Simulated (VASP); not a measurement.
Input of a VASP 6.6.1 run:

The input INCAR:

```
ALGO = Normal ; EDIFF = 1E-6
EDIFFG = -0.01 ; ENCUT = 600
GGA = PE ; IBRION = 2
ISIF = 3 ; ISMEAR = 0
IVDW = 12 ; KPAR = 2
LASPH = T ; LCHARG = F
LREAL = F ; LWAVE = F
NELM = 80 ; NSW = 90
PREC = Accurate ; SIGMA = 0.03
```

The input KPOINTS:

```
k-points
0
Gamma
  9 9 2
```

The input POSCAR:

```
Ge2Sb2Te5
1.0
    4.2940644248      0.0000000000      0.0000000000
   -2.1470322124      3.7187688774      0.0000000000
    0.0000000000      0.0000000000     17.1013460000
Ge Sb Te
2 2 5
Direct
    0.3333333300      0.6666666700      0.8971050000
    0.6666666700      0.3333333300      0.1028950000
    0.0000000000      0.0000000000      0.6799320000
    0.0000000000      0.0000000000      0.3200680000
    0.0000000000      0.0000000000      0.0000000000
    0.6666666700      0.3333333300      0.7984580000
    0.3333333300      0.6666666700      0.2015420000
    0.3333333300      0.6666666700      0.5801080000
    0.6666666700      0.3333333300      0.4198920000
```

Potentials or basis: VASP PAW PBE potentials, release 64 (Ge_d, Sb, Te).

Launch:

```console
$ cat potpaw_PBE.64/Ge_d/POTCAR potpaw_PBE.64/Sb/POTCAR potpaw_PBE.64/Te/POTCAR > POTCAR
$ mpirun -np 2 vasp_std > vasp.out
```

**Question.** What does it give for the band gap on the k mesh?

**Answer.** 0.10 eV, direct.

**Question.** Estimate the relaxed cell.

**Answer.** a = 4.231 Å, b = 4.231 Å, c = 16.850 Å, α = 90.00°, β = 90.00°, γ = 120.00°.

**Question.** What does it give for the space group after relaxing (to 0.05 Å)?

**Answer.** P-3m1 (No. 164).

**Question.** What does it give for the dispersion energy per atom?

**Answer.** -0.433 eV.

Final structure:
```
CELL_PARAMETERS angstrom
4.23068 0.00000 0.00000
-2.11534 3.66387 0.00000
0.00000 0.00000 16.84961
ATOMIC_POSITIONS crystal
Ge 0.33333 0.66667 0.89916
Ge 0.66667 0.33333 0.10084
Sb 0.00000 0.00000 0.68166
Sb 0.00000 0.00000 0.31834
Te 0.00000 0.00000 0.00000
Te 0.66667 0.33333 0.80042
Te 0.33333 0.66667 0.19958
Te 0.33333 0.66667 0.57896
Te 0.66667 0.33333 0.42104
```

Caveat: spin-orbit coupling is left out, which moves the levels of the heavy elements; an odd mesh through Γ misses points on the zone boundary, where band edges often lie.
